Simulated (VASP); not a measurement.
The system is MoSe2.

```
Mo Se
1.0
     3.27866    0.00000    0.00000
    -1.63933    2.83941    0.00000
     0.00000    0.00000   12.72501
Mo Se
2 4
Direct
  0.33333 0.66667 0.25000
  0.66667 0.33333 0.75000
  0.33333 0.66667 0.61833
  0.66667 0.33333 0.11833
  0.33333 0.66667 0.88167
  0.66667 0.33333 0.38167
```

Program: VASP 6.6.1. Alike in all runs: potentials or basis VASP PAW PBE potentials, release 64 (Mo_sv, Se); no spin polarisation; cell as given; cutoff (eV) 520; smearing gaussian 0.03 eV. Hardware: 4 MPI ranks on Intel(R) Xeon(R) Platinum 8559C (Emerald Rapids) (shared host).

Q: Order these runs on this cell by their wall time, lowest first.
A. task dielectric tensor; level PBE; k mesh 12 × 12 × 3; monkhorst-Pack mesh no
B. task band structure; level TB-mBJ; k mesh 9 × 9 × 2
C. task optical spectrum; level PBE; k mesh 9 × 9 × 2

A: C (23 s), B (130 s), A (320 s).

Caveats: spectra need much finer meshes, so this one isn't converged (some runs); independent-particle spectra lack excitons (some runs).
